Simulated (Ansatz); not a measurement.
# Al2Pt (Fm-3m) in Ansatz: reference runs

Reference runs on Al2Pt: the cell as given and a disturbed copy, then over a range of volumes.

Everything below comes from runs of Ansatz 0.2.0. Logs are shortened: lines on timing, memory, paths and dates and some standing lists are left out, and cuts for length are marked.

## Step 1: The structure

It takes space group Fm-3m (No. 225, cubic). The conventional cell has a = 5.910 Å, b = 5.910 Å, c = 5.910 Å, α = 90.00°, β = 90.00°, γ = 90.00°. Pt (site symmetry m-3m) has 8 Al at 2.56 Å as nearest neighbours. Around Al (site symmetry -43m) lie 4 Pt at 2.56 Å.

## Step 2: Single point, PBEsol

input.yaml reads:

```yaml
crystal:
  lattice:
    - [0.0, 2.955, 2.955]
    - [2.955, 0.0, 2.955]
    - [2.955, 2.955, 0.0]
  atoms:
    - { symbol: Pt, position: [0.0, 0.0, 0.0] }
    - { symbol: Al, position: [0.75, 0.75, 0.75] }
    - { symbol: Al, position: [0.25, 0.25, 0.25] }
hamiltonian:
  xc: pbesol
  pseudopotentials: { kind: paw }
kpoints:
  mp_grid: { grid: [8, 8, 8] }
scf:
  occupations: { method: fermi_dirac, width: 0.05 }
output:
  forces: true
  stress: true
  eigenvalues: true
```

Potentials or basis: Ansatz PAW.

Run with:

```sh
$ ansatz run input.yaml --threads 2 --pin off --max-ram 5632MiB --backend cpu --events-out ev --progress --plain --runs-dir out
```

Standard output:

```text
Warning: RAYON_NUM_THREADS=2 ignored (pool sized by the plan → 2); use --threads N
Engine: ansatz 0.2.0, x86_64-unknown-linux-gnu
Pseudopotentials: kind: paw
Pseudopotential: Pt, paw, valence charge 18, recommended cutoff 420 eV (normal), Pt.paw.azcp
Pseudopotential: Al, paw, valence charge 3, recommended cutoff 420 eV (normal), Al.paw.azcp
Functional definition: PBEsol
  exchange = pbesol_x
  correlation = pbesol_c
Crystal: 3 atoms, lattice volume = 51.606 Å³
Basis set: ecut = 420 eV, 965 PW (Γ), exchange–correlation on 60×60×60 points (8 copies of the dense FFT grid, shifted against one another)
Bands: 16, of which v1, the nominal top of the filled ones, is band 12 counted from 1 (11 counted from 0)
Symmetry: 48 space group operations
Space group: Fm-3m (ITA 225), of the structure as read, at distance tolerance 3.7e-5 Å
k-points: 29 of 512
Non-local potential: Pt, projectors of the file, l = 0: 3, l = 1: 2, l = 2: 2, l = 3: 1
Non-local potential: Al, projectors of the file, l = 0: 2, l = 1: 2, l = 2: 1
PAW form: soft (Blöchl's): semilocal exchange-correlation on the pseudo side does not see the compensation charge
PAW frozen core: Pt, regenerated for the run's functional, and the local potential with it (the file was generated under x = pbe(κ = 0.804, μ = 0.2195149727645171), c = pbe(β = 0.06672455060314922))
PAW frozen core: Al, regenerated for the run's functional, and the local potential with it (the file was generated under x = pbe(κ = 0.804, μ = 0.2195149727645171), c = pbe(β = 0.06672455060314922))
PAW one-centre angular grid: Pt, 590 points (default); XC on 64 Gauss nodes
PAW one-centre angular grid: Al, 110 points (default); XC on 64 Gauss nodes
Initial density: superposition of atomic densities (neutral atoms: chi_scale 0, normalization atom), corrected by the library's trained network
Initial wavefunctions: pseudopotential atomic-orbital guess
Functional: x = pbesol(κ = 0.804, μ = 0.12345679012345678), c = pbesol(β = 0.046)
SCF iter   1: F=—  HF=-13435.504263 eV  |F-HF|=—  |Δ(HF+E_count)|=         —  Δρ=1.99e-3  dr2=2.81e-3  ethr=1.77e-3  ⟨swp⟩=5.9  Hψ=2432  notcnv=0
preconditioner: auto → Kerker (q_TF=auto, 2.401 Å⁻¹)  [metal: Δε(μ)=0.098 eV  Ē_g=8.302 eV  σ=0.050 eV  W_gap=0.44  n_scr=14 (ndim 8)  ℏωp=20.7 eV  f_vac=0.001  D(μ)=1.48/eV (n_scr^D=14)]
SCF iter   2: F=—  HF=-13435.504128 eV  |F-HF|=—  |Δ(HF+E_count)|=   1.35e-4  Δρ=7.54e-4  dr2=3.05e-4  ethr=1.17e-5  ⟨swp⟩=2.4  Hψ=880  notcnv=0
SCF iter   3: F=—  HF=-13435.504113 eV  |F-HF|=—  |Δ(HF+E_count)|=   1.55e-5  Δρ=3.13e-4  dr2=6.54e-5  ethr=1.27e-6  ⟨swp⟩=1.3  Hψ=508  notcnv=0
SCF iter   4: F=—  HF=-13435.504088 eV  |F-HF|=—  |Δ(HF+E_count)|=   2.47e-5  Δρ=8.39e-5  dr2=6.25e-6  ethr=2.72e-7  ⟨swp⟩=2.2  Hψ=669  notcnv=0
SCF iter   5: F=—  HF=-13435.504089 eV  |F-HF|=—  |Δ(HF+E_count)|=   9.71e-7  Δρ=1.90e-5  dr2=1.81e-7  ethr=2.60e-8  ⟨swp⟩=2.1  Hψ=613  notcnv=0
SCF iter   6: F=-13435.504089 eV  HF=-13435.504089 eV  |F-HF|=1.66e-9  |Δ(HF+E_count)|=   3.16e-8  Δρ=3.65e-6  dr2=8.37e-9  ethr=4.17e-10  ⟨swp⟩=4.7  Hψ=1597  notcnv=0
SCF 1 converged in 6 iterations: F = -13435.504089 eV  dr2 = 8.37e-9
SCF converged after 6 iterations
Free energy (F): -13435.504089 eV
Harris-Foulkes:  -13435.504089 eV  (|F-HF|=1.66e-9)
Internal energy: -13435.491677 eV  (E = F + TS)
E sigma→0 (E₀):  -13435.497883 eV
Entropy (-TS):   -0.012412 eV (-4.137 meV/atom)
Fermi energy:    11.244289 eV
--- Per-component energies (eV) ---
  E_band       = -314.003975
  E_kinetic    = 687.254696
  E_local      = -2704.233021  (includes V_loc(G=0)·N_el)
  E_nonlocal   = 220.929268
  E_hartree    = 1072.424547
  E_xc         = -341.092388
  E_vxc        = -363.336320  (∫ρ·V_xc dr)
  E_paw        = -10225.947516  (= ΣΔE_a)
  E_vpaw       = -299.466318  (= ΣTr[D̂ρ^β])
  E_aug_tail   = 0.000175  (compensation charges beyond the density's cutoff)
  E_ewald      = -2145.152698
  E_core_change = 0.325259  (= ΣΔE_core)
  E_smearing   = -0.012412  (= −TS)
  E_closure    = -0.000000  (closes the sum)
  Σ components = -13435.504089   (vs F -13435.504089, Δ=0.00e0)
--- Forces (eV/Å), atoms counted from 1 ---
  atom   1  Pt    -0.00000000    -0.00000000     0.00000000
  atom   2  Al    -0.00000000    -0.00000000     0.00000000
  atom   3  Al    -0.00000000     0.00000000    -0.00000000
  max |Σ_I F_I| component: 3.70e-17 eV/Å
--- Stress (GPa, compression-positive) ---
       -0.926978       0.000000      -0.000000
        0.000000      -0.926978       0.000000
        0.000000      -0.000000      -0.926978
  P = ⅓ Tr σ = -0.9270 GPa (-9.270 kbar)
--- Band table (eV; the first three rows and the last of 29) ---
  k-point 0: bands = ["-87.6182", "-41.8156", "-41.8156", "-41.8156", "1.0477", "6.2191", "6.2191", "6.2191", "7.5741", "7.5741", "14.2574", "15.0695", "15.0695", "15.0695", "16.7005", "16.7005"]
  k-point 1: bands = ["-87.6182", "-41.8160", "-41.8157", "-41.8157", "1.2624", "6.0947", "6.2891", "6.2891", "7.5515", "7.5515", "12.9110", "14.5284", "14.5284", "14.5845", "17.1769", "17.2245"]
  k-point 2: bands = ["-87.6182", "-41.8169", "-41.8158", "-41.8158", "1.8809", "5.8003", "6.4358", "6.4358", "7.5561", "7.5561", "10.3827", "13.5485", "13.5485", "15.0191", "16.6844", "16.7507"]
  k-point 28: bands = ["-87.6182", "-41.8174", "-41.8174", "-41.8166", "5.2674", "5.2674", "5.8702", "6.1726", "7.4869", "8.0111", "8.4930", "8.4930", "10.3862", "16.4829", "16.4829", "17.3875"]
```

Wall time 0.83 s (2 threads of Intel Xeon 6975P-C (Granite Rapids), shared host); peak memory 0.34 GiB.

Results:

```yaml
Free_energy: -13435.5041 eV
Pressure: -0.9 GPa
Band_gap_on_the_k_mesh: none (metal or under the smearing width)
```

Levels at points of the mesh, in eV from the Fermi level:
```
             k point  band 9  band 10  band 11  band 12  band 13  band 14  band 15  band 16
  (0.00, 0.00, 0.00)   -3.67    -3.67     3.01     3.83     3.83     3.83     5.46     5.46
 (0.00, 0.00, -0.50)   -3.69    -3.45    -3.45     1.05     1.05     3.77     5.18     5.18
(0.00, -0.50, -0.50)   -3.76    -3.40    -3.17    -1.57    -1.57     3.19     3.36     8.08
```

Caveat: the PAW data sets come from PBE, with cores solved anew for the run's functional, which leaves a small shift of forces and pressure. The run has no spin-orbit coupling, so splittings on Pt are missing.

## Step 3: Single point, PBEsol (atoms moved at random, drawn with an rms of 0.05 Å)

Changes to input.yaml since step 2:

```diff
@@ -6,5 +6,5 @@
   atoms:
-    - { symbol: Pt, position: [0.0, 0.0, 0.0] }
-    - { symbol: Al, position: [0.75, 0.75, 0.75] }
-    - { symbol: Al, position: [0.25, 0.25, 0.25] }
+    - { symbol: Pt, position: [0.011728, -0.01505, -0.00564] }
+    - { symbol: Al, position: [0.754024, 0.753359, 0.743573] }
+    - { symbol: Al, position: [0.251032, 0.248813, 0.25647] }
 hamiltonian:
```

Potentials or basis: Ansatz PAW.

Run with:

```sh
$ ansatz run input.yaml --threads 2 --pin off --max-ram 5632MiB --backend cpu --events-out ev --progress --plain --runs-dir out
```

Standard output:

```text
Warning: RAYON_NUM_THREADS=2 ignored (pool sized by the plan → 2); use --threads N
[... 7 set-up lines as earlier in the session ...]
Crystal: 3 atoms, lattice volume = 51.606 Å³
Basis set: ecut = 420 eV, 965 PW (Γ), exchange–correlation on 60×60×60 points (8 copies of the dense FFT grid, shifted against one another)
Bands: 16, of which v1, the nominal top of the filled ones, is band 12 counted from 1 (11 counted from 0)
Symmetry: 1 space group operations
Space group: P1 (ITA 1), of the structure as read, at distance tolerance 3.7e-5 Å
k-points: 260 of 512 (time reversal used)
[... 10 set-up lines as earlier in the session ...]
SCF iter   1: F=—  HF=-13435.481043 eV  |F-HF|=—  |Δ(HF+E_count)|=         —  Δρ=2.01e-3  dr2=2.82e-3  ethr=1.77e-3  ⟨swp⟩=5.7  Hψ=22220  notcnv=0
preconditioner: auto → Kerker (q_TF=auto, 2.401 Å⁻¹)  [metal: Δε(μ)=0.022 eV  Ē_g=8.308 eV  σ=0.050 eV  W_gap=0.11  n_scr=14 (ndim 8)  ℏωp=20.7 eV  f_vac=0.001  D(μ)=1.48/eV (n_scr^D=14)]
SCF iter   2: F=—  HF=-13435.480915 eV  |F-HF|=—  |Δ(HF+E_count)|=   1.28e-4  Δρ=7.77e-4  dr2=3.18e-4  ethr=1.17e-5  ⟨swp⟩=2.5  Hψ=7873  notcnv=0
SCF iter   3: F=—  HF=-13435.480896 eV  |F-HF|=—  |Δ(HF+E_count)|=   1.96e-5  Δρ=3.19e-4  dr2=6.71e-5  ethr=1.33e-6  ⟨swp⟩=1.3  Hψ=4639  notcnv=0
SCF iter   4: F=—  HF=-13435.480877 eV  |F-HF|=—  |Δ(HF+E_count)|=   1.89e-5  Δρ=8.30e-5  dr2=6.14e-6  ethr=2.80e-7  ⟨swp⟩=2.2  Hψ=6175  notcnv=0
SCF iter   5: F=—  HF=-13435.480878 eV  |F-HF|=—  |Δ(HF+E_count)|=   9.29e-7  Δρ=1.88e-5  dr2=2.14e-7  ethr=2.56e-8  ⟨swp⟩=2.3  Hψ=5816  notcnv=0
SCF iter   6: F=-13435.480878 eV  HF=-13435.480878 eV  |F-HF|=1.37e-9  |Δ(HF+E_count)|=   4.14e-8  Δρ=3.68e-6  dr2=8.28e-9  ethr=4.17e-10  ⟨swp⟩=4.5  Hψ=14597  notcnv=0
SCF 1 converged in 6 iterations: F = -13435.480878 eV  dr2 = 8.28e-9
SCF converged after 6 iterations
Free energy (F): -13435.480878 eV
Harris-Foulkes:  -13435.480878 eV  (|F-HF|=1.37e-9)
Internal energy: -13435.468581 eV  (E = F + TS)
E sigma→0 (E₀):  -13435.474729 eV
Entropy (-TS):   -0.012297 eV (-4.099 meV/atom)
Fermi energy:    11.247459 eV
--- Per-component energies (eV) ---
  E_band       = -314.082482
  E_kinetic    = 687.346309
  E_local      = -2704.856968  (includes V_loc(G=0)·N_el)
  E_nonlocal   = 220.966845
  E_hartree    = 1072.663381
  E_xc         = -341.117350
  E_vxc        = -363.366470  (∫ρ·V_xc dr)
  E_paw        = -10225.971107  (= ΣΔE_a)
  E_vpaw       = -299.498810  (= ΣTr[D̂ρ^β])
  E_aug_tail   = 0.000175  (compensation charges beyond the density's cutoff)
  E_ewald      = -2144.825125
  E_core_change = 0.325259  (= ΣΔE_core)
  E_smearing   = -0.012297  (= −TS)
  E_closure    = 0.000000  (closes the sum)
  Σ components = -13435.480878   (vs F -13435.480878, Δ=0.00e0)
--- Forces (eV/Å), atoms counted from 1 ---
  atom   1  Pt     0.53435468    -0.07472625     0.14998344
  atom   2  Al    -0.15888993     0.14039654    -0.16048831
  atom   3  Al    -0.37545603    -0.06567165     0.01050663
  max |Σ_I F_I| component: 8.71e-6 eV/Å
--- Stress (GPa, compression-positive) ---
       -0.759527       0.482579      -0.591408
        0.482579      -0.586261      -0.631950
       -0.591408      -0.631950      -0.614595
  P = ⅓ Tr σ = -0.6535 GPa (-6.535 kbar)
--- Band table (eV; the first three rows and the last of 260) ---
  k-point 0: bands = ["-87.6208", "-41.8314", "-41.8137", "-41.8118", "1.0470", "6.1907", "6.2246", "6.2318", "7.5660", "7.5700", "14.2411", "15.0121", "15.0757", "15.0867", "16.6941", "16.7092"]
  k-point 1: bands = ["-87.6208", "-41.8318", "-41.8138", "-41.8118", "1.2642", "6.0664", "6.2992", "6.3063", "7.5390", "7.5432", "12.8602", "14.4433", "14.5237", "14.6663", "17.1045", "17.1615"]
  k-point 2: bands = ["-87.6208", "-41.8327", "-41.8139", "-41.8120", "1.8917", "5.7703", "6.4590", "6.4653", "7.5328", "7.5372", "10.3217", "13.5200", "13.5343", "15.0255", "16.6060", "16.7534"]
  k-point 259: bands = ["-87.6208", "-41.8320", "-41.8151", "-41.8131", "3.3488", "5.1977", "6.5065", "6.5301", "7.5845", "7.7807", "7.8110", "12.2506", "12.3920", "14.9653", "16.3860", "16.4794"]
```

Run time: 6.3 s. Hardware: 2 threads of Intel Xeon 6975P-C (Granite Rapids), shared host; peak memory 0.53 GiB.

What came out:

```yaml
Free_energy: -13435.4809 eV
Pressure: -0.7 GPa
Largest_force: 0.560 eV/Å
Band_gap_on_the_k_mesh: none (metal or under the smearing width)
```

Forces on the atoms (eV/Å):
```
Pt   0.534 -0.075  0.150
Al  -0.159  0.140 -0.160
Al  -0.375 -0.066  0.011
```

Levels at points of the mesh, in eV from the Fermi level:
```csv
k point,band 10,band 11,band 12,band 13,band 14,band 15
"(0.00, 0.00, 0.00)",-3.68,2.99,3.76,3.83,3.84,5.45
"(0.00, 0.00, -0.50)",-3.48,-3.48,1.00,1.02,3.77,5.20
"(0.00, -0.50, 0.00)",-3.46,-3.44,1.00,1.14,3.73,5.11
"(0.00, -0.50, -0.50)",-3.39,-3.18,-1.57,-1.57,3.18,3.35
"(-0.50, 0.00, 0.00)",-3.47,-3.44,0.99,1.14,3.72,5.15
"(-0.50, 0.00, -0.50)",-3.41,-3.18,-1.57,-1.56,3.18,3.35
"(-0.50, -0.50, 0.00)",-3.41,-3.18,-1.57,-1.56,3.18,3.35
"(-0.50, -0.50, -0.50)",-3.47,-3.44,1.00,1.14,3.72,5.14
```

Caveat: the PAW data sets come from PBE, with cores solved anew for the run's functional, which leaves a small shift of forces and pressure. Spin-orbit coupling is left out, which matters for the levels of Pt.

(Continued in part 2 of 2.)
